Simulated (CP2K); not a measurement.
Runs of CP2K 2026.2 on Sn. The structure is tetragonal, space group I4_1/amd (No. 141). Conventional cell: a = 5.880 Å, b = 5.880 Å, c = 3.199 Å, α = 90.00°, β = 90.00°, γ = 90.00°. Sn (site symmetry -4m2) has 6 Sn at 3.05 to 3.20 Å as nearest neighbours. 

```tsv
task	level	potentials or basis	basis sets	potentials	hirshfeld SHAPE_FUNCTION	VORONOI_RADII	CUTOFF of the grids	gap on the mesh (eV)	pressure (GPa)	V0 of scaled cells (Å³/atom)	B0 (GPa)
atomic charges	PBE	POTENTIAL_UZH Sn GTH-PBE-q4; TZVP-MOLOPT-PBE-GTH basis	Sn TZVP-MOLOPT-PBE-GTH-q4	Sn GTH-PBE-q4 of POTENTIAL_UZH	GAUSSIAN	UNITY	675 Ry	none	2.4	-	-
atomic charges	LDA	POTENTIAL_UZH Sn GTH-PBE-q4; TZVP-MOLOPT-PBE-GTH basis	Sn TZVP-MOLOPT-PBE-GTH-q4	Sn GTH-PBE-q4 of POTENTIAL_UZH	GAUSSIAN	UNITY	675 Ry	none	(c)	-	-
atomic charges	AM05	POTENTIAL_UZH Sn GTH-PBE-q4; TZVP-MOLOPT-PBE-GTH basis	Sn TZVP-MOLOPT-PBE-GTH-q4	Sn GTH-PBE-q4 of POTENTIAL_UZH	GAUSSIAN	UNITY	675 Ry	none	(a)	-	-
equation of state	PBE	POTENTIAL_UZH Sn GTH-PBE-q4; TZVP-MOLOPT-PBE-GTH basis	Sn TZVP-MOLOPT-PBE-GTH-q4	Sn GTH-PBE-q4 of POTENTIAL_UZH	-	-	600 Ry	-	-	28.99	46
atomic charges	vdW-DF-cx	POTENTIAL_UZH Sn GTH-PBE-q4; TZVP-MOLOPT-PBE-GTH basis	Sn TZVP-MOLOPT-PBE-GTH-q4	Sn GTH-PBE-q4 of POTENTIAL_UZH	GAUSSIAN	UNITY	675 Ry	none	2.8	-	-
atomic charges	SCAN	POTENTIAL_UZH Sn GTH-PBE-q4; TZVP-MOLOPT-PBE-GTH basis	Sn TZVP-MOLOPT-PBE-GTH-q4	Sn GTH-PBE-q4 of POTENTIAL_UZH	GAUSSIAN	UNITY	675 Ry	none	2.8	-	-
atomic charges	PBEsol	POTENTIAL_UZH Sn GTH-PBE-q4; TZVP-MOLOPT-PBE-GTH basis	Sn TZVP-MOLOPT-PBE-GTH-q4	Sn GTH-PBE-q4 of POTENTIAL_UZH	GAUSSIAN	UNITY	675 Ry	none	(b)	-	-
equation of state	PBE	POTENTIAL_UZH Sn GTH-PBE-q14; TZVP-MOLOPT-PBE-GTH basis	Sn TZVP-MOLOPT-PBE-GTH-q14	Sn GTH-PBE-q14 of POTENTIAL_UZH	-	-	600 Ry	-	-	28.42	47
```

Alike in all rows: no spin polarisation; cell as given; k mesh 9 × 9 × 9; smearing fermi-dirac 0.05 eV.

**Question.** Fill in the values left out.

**Answer.** (a) 1.2; (b) 1.8; (c) 2.1.

Caveats: the basis of atomic orbitals isn't converged, which shifts pressures, moduli and gaps; the potentials were made for another functional, which shifts forces and pressure (some runs); the cell was scaled at fixed shape and fractional positions, which overstates the stiffness of a crystal with free parameters, most of all of layers and chains (some runs).

A k mesh can miss the band edges, and the runs leave out spin-orbit coupling on Sn.

A gap of «none» marks a metal or a gap under the smearing width.
